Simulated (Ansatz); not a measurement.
# Convergence of ScAl2 with the plane-wave cutoff

Method: Ansatz 0.2.0, DFT PBEsol, scalar-relativistic, plane waves, PAW.

```
Sc Al
1.0
    -0.03945    3.73053    3.74559
     3.76893   -0.05066    3.75680
     3.77099    3.74379   -0.05271
Sc Al
2 4
Direct
  0.52279 0.49861 0.48813
  0.72983 0.75886 0.75401
  0.10315 0.11870 0.13987
  0.62924 0.14209 0.09026
  0.12824 0.59699 0.13501
  0.14449 0.16355 0.63805
```

```json
{"Γ-centred k-mesh": "6×6×6", "occupation rule": "Gaussian smearing, 0.1 eV", "spin treatment": "unpolarised", "valence charge of the PAW sets": "Sc 11, Al 3"}
```

The atoms stay fixed while the plane-wave cutoff is varied. ΔE is the energy extrapolated to zero smearing, less that of the reference run (600 eV). The cell was strained and its atoms displaced at random, so that forces don't vanish. Pressure is positive in compression and holds a correction for the finite cutoff (Pulay stress).

Times are rough; the reference took 71 s on 1 thread of Intel(R) Xeon(R) Processor @ 2.50GHz (Skylake/Cascade Lake) (shared host), peak memory 0.67 GiB.

(1) One run gave ΔE = 193 meV/atom and P = 1.14 GPa. Which plane-wave cutoff did it use, of 200, 250, 300, 350, 420?

Answers

(1) 250 eV. All runs:

| cutoff (eV) | ΔE (meV/atom) | P (GPa) | largest change of a force component (eV/Å) | plane waves at Γ | wall time (s) |
| --- | --- | --- | --- | --- | --- |
| 200 | 1022 | 3.52 | 0.247 | 697 | 22 |
| 250 | 193 | 1.14 | 0.045 | 943 | 29 |
| 300 | 35.6 | 1.03 | 0.014 | 1253 | 33 |
| 350 | 5.88 | 0.82 | 0.009 | 1601 | 41 |
| 420 | 0.47 | 0.77 | 0.000 | 2093 | 48 |
| 600 | 0.00 | 0.77 | 0.000 | 3619 | 71 |